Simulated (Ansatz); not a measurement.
Crystal: CuO.

```
CELL_PARAMETERS angstrom
2.87950 0.00000 0.00000
0.03907 2.87928 0.00000
0.01750 0.01724 5.17634
ATOMIC_POSITIONS crystal
Cu 0.00000 0.50000 0.00000
Cu 0.50000 0.00000 0.50000
O 0.99842 0.00167 0.74989
O 0.00158 0.99833 0.25011
```

The cell comes from a database or a generator and needn't be the stable form of this composition.

| Item | Value |
| --- | --- |
| Program | Ansatz 0.2.0 |
| Task | relaxation of cell and atoms |
| Functional | PBEsol |
| Potentials or basis | all-electron LAPW, scalar-relativistic |
| Basis error allowed | 0.002 eV/atom |
| k mesh | 7 × 7 × 4 |
| Occupations | fermi-dirac, width 0.05 eV |
| Spin | no spin polarisation |

At the start: volume 10.73 Å³/atom.

Task: Where does the relaxation end?

Result: Over 6 steps the energy falls by 2.3 meV/atom and the volume is 10.66 Å³/atom (-0.6 %); space group P4_2/mmc (No. 131, to 0.05 Å).

Step by step:
```
step  energy change (eV)  largest force (eV/Å)  volume (Å³)
   1              0.0000                0.0134        42.92
   2             -0.0067                0.0098        42.82
   3             -0.0089                0.0040        42.63
   4             -0.0089                0.0027        42.65
   5             -0.0090                0.0004        42.65
   6             -0.0091                0.0003        42.65
```

Final structure:
```cif
data_structure
_symmetry_space_group_name_H-M 'P 1'
_symmetry_Int_Tables_number 1
_cell_length_a 2.8934
_cell_length_b 2.8934
_cell_length_c 5.0944
_cell_angle_alpha 89.975
_cell_angle_beta 89.975
_cell_angle_gamma 89.859
_cell_volume 42.65
loop_
_atom_site_label
_atom_site_type_symbol
_atom_site_fract_x
_atom_site_fract_y
_atom_site_fract_z
_atom_site_occupancy
Cu1 Cu 0.00000 0.50000 0.00000 1
Cu2 Cu 0.50000 0.00000 0.50000 1
O1 O 0.99983 0.00018 0.75000 1
O2 O 0.00017 0.99982 0.25000 1
```

Caveat: the k mesh is thin for a metal, which can move the energy by tens of meV per atom; the run has no spin polarisation, though such a crystal can be magnetic.
